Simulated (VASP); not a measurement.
**MgF$_{2}$ in VASP 6.6.1, single-point calculation**

INCAR

```
PREC = Accurate
SIGMA = 0.02
EDIFF = 1E-7
NELM = 120
NBANDS = 25
LREAL = .FALSE.
LCHARG = .FALSE.
LWAVE = .FALSE.
ISYM = 1
NSW = 0
MAGMOM = -0.5 0.5 0.5 -0.5 -0.5 0.5
ISPIN = 2
LASPH = .TRUE.
ISMEAR = -1
ISIF = 2
IBRION = -1
GGA = PE
ENCUT = 520
```

KPOINTS

```
KPOINTS created by Atomic Simulation Environment
0
Gamma
6 6 8
0 0 0
```

POSCAR

```
Mg F
 1.0000000000000000
     4.6220159945999999    0.0000000000000000    0.0000000000000000
     0.0000000000000000    4.6220159945999999    0.0000000000000000
     0.0000000000000000    0.0000000000000000    2.9851895244000000
 Mg  F
   2   4
Cartesian
  0.0000000000000000 -0.0000000000000000  0.0000000000000000
  2.3110079972999999  2.3110079972999999  1.4925947622000000
  1.3958084988349020  1.3958084988349020  0.0000000000000000
  0.9151994984650982  3.7068164961349019  1.4925947622000000
  3.7068164961349019  0.9151994984650982  1.4925947622000000
  3.2262074957650979  3.2262074957650979  0.0000000000000000
```

The recommended PBE PAW datasets give the neutral cell 32 valence electrons.

Command

```
mpirun -np 1 vasp_std
```

OSZICAR

```
N       E                     dE             d eps       ncg     rms          rms(c)
DAV:   1     0.163260908119E+03    0.16326E+03   -0.17922E+04  5312   0.120E+03
DAV:   2    -0.258666094927E+02   -0.18913E+03   -0.18289E+03  6169   0.288E+02
DAV:   3    -0.335291617176E+02   -0.76626E+01   -0.76417E+01  6217   0.556E+01
DAV:   4    -0.335696008856E+02   -0.40439E-01   -0.40435E-01  5690   0.460E+00
DAV:   5    -0.335697984830E+02   -0.19760E-03   -0.19759E-03  6158   0.313E-01    0.124E+01
DAV:   6    -0.313613295366E+02    0.22085E+01   -0.81253E+00  5755   0.216E+01    0.348E+00
DAV:   7    -0.314135668464E+02   -0.52237E-01   -0.15967E-01  5338   0.301E+00    0.201E+00
DAV:   8    -0.314349418427E+02   -0.21375E-01   -0.25461E-02  5457   0.140E+00    0.950E-01
DAV:   9    -0.314480967210E+02   -0.13155E-01   -0.14896E-02  5285   0.109E+00    0.209E-01
DAV:  10    -0.314489376845E+02   -0.84096E-03   -0.38958E-04  6430   0.188E-01    0.753E-02
DAV:  11    -0.314491923175E+02   -0.25463E-03   -0.14812E-04  5321   0.882E-02    0.364E-02
DAV:  12    -0.314492904469E+02   -0.98129E-04   -0.82698E-05  5265   0.673E-02    0.102E-02
DAV:  13    -0.314492904899E+02   -0.43013E-07   -0.36007E-06  6334   0.160E-02    0.240E-03
DAV:  14    -0.314492906455E+02   -0.15560E-06   -0.47896E-07  5345   0.580E-03    0.155E-03
DAV:  15    -0.314492906958E+02   -0.50322E-07   -0.30305E-07  5361   0.409E-03
   1 F= -.31449291E+02 E0= -.31449291E+02  d E =-.207019E-11  mag=    -0.0000
```

It converged. Results: pressure 6.6 GPa; largest force 0.03 eV/Å; magnetic moment of the cell 0.00 μB.

For comparison, a separate PBE run of the intended cell, on usual settings and not on those above, gives a gap of 7.28 eV on its mesh and a pressure of 6.6 GPa.

The run above took about 2 min on one core of a shared host (Intel Xeon Platinum 8488C) and held 0.27 GiB at most.
